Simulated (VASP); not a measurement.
Crystal: HgSe.

```xyz
2
Lattice="0.0000 3.0390 3.0390 3.0390 0.0000 3.0390 3.0390 3.0390 0.0000" Properties=species:S:1:pos:R:3 pbc="T T T"
Hg    0.0000    0.0000    0.0000
Se    4.5585    4.5585    4.5585
```

```yaml
Program: VASP 6.6.1
Task: relaxation of cell and atoms
Functional: BEEF-vdW
Potentials_or_basis: VASP PAW PBE potentials, release 64 (Hg, Se)
Cutoff: 600 eV
k_mesh: 8 × 8 × 8
Occupations: fermi-dirac, width 0.05 eV
Spin: no spin polarisation
```

At the start: pressure 6.7 GPa; volume 28.07 Å³/atom.

Q: Where does the relaxation end?

A: Over 5 steps the energy falls by 70.3 meV/atom and the volume is 31.92 Å³/atom (+13.7 %); space group F-43m (No. 216, to 0.05 Å).

The path:
```
step  energy change (eV)  largest force (eV/Å)  pressure (GPa)  volume (Å³)
   1              0.0000                0.0000            6.68        56.13
   2             -0.1313                0.0000           -1.22        66.18
   3             -0.1406                0.0000            0.04        63.77
   4             -0.1406                0.0000           -0.05        63.93
   5             -0.1406                0.0000            0.01        63.85
```

Final structure:
```yaml
crystal:
  lattice:
    - [0.00000, 3.17225, 3.17225]
    - [3.17225, 0.00000, 3.17225]
    - [3.17225, 3.17225, 0.00000]
  atoms:
    - { symbol: Hg, position: [0.00000, 0.00000, 0.00000] }
    - { symbol: Se, position: [0.75000, 0.75000, 0.75000] }
```

Caveat: the PAW data sets were made with another functional, which shifts forces and pressure a little; the volume moved by +14 % from the deposited cell, more than functionals usually miss.
